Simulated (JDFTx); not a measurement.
InP: equation of state with PBEsol

**Measured values to compare with.**

A printed reference work, data compilation reports, for a bulk crystal of InP: bulk modulus 71 GPa.

The system is InP.

```xyz
2
Lattice="0.0000 2.9305 2.9305 2.9305 0.0000 2.9305 2.9305 2.9305 0.0000" Properties=species:S:1:pos:R:3 pbc="T T T"
In    0.0000    0.0000    0.0000
P     4.3957    4.3957    4.3957
```

| Item | Value |
| --- | --- |
| Program | JDFTx 1.7.0 (patched build) |
| Task | equation of state |
| Functional | PBEsol |
| Potentials or basis | PseudoDojo-SR-PBEsol-0.4.1-standard with smoothed tails |
| Cutoff | 952 eV |
| Density cutoff | 7619 eV |
| k mesh | 8 × 8 × 8 |
| Occupations | fermi-dirac, width 0.05 eV |
| Spin | no spin polarisation |
| Local potential set to -Z/r beyond | 6 bohr |
| Bands | 15 |
| Density cutoff over wavefunction cutoff | 8 |
| Max SCF steps | 100 |
| SCF threshold on the energy | 1e-09 Ha |
| Solver of the electrons | scf |

The equilibrium volume is 25.43 Å³/atom. The bulk modulus is 67 GPa. The pressure derivative of the bulk modulus is 4.6.

Energy against volume, from the lowest point:
| volume (Å³/atom) | energy (meV/atom) |
| --- | --- |
| 23.657 | 28.96 |
| 24.160 | 14.05 |
| 24.663 | 4.63 |
| 25.167 | 0.12 |
| 25.670 | 0.00 |
| 26.173 | 3.81 |
| 26.677 | 11.12 |

Against the measured bulk modulus of InP, 71 GPa (a printed reference work, data compilation), the calculated 67 GPa is off by -6.3 %. The fit is for a static lattice scaled at fixed shape and fixed fractional positions.
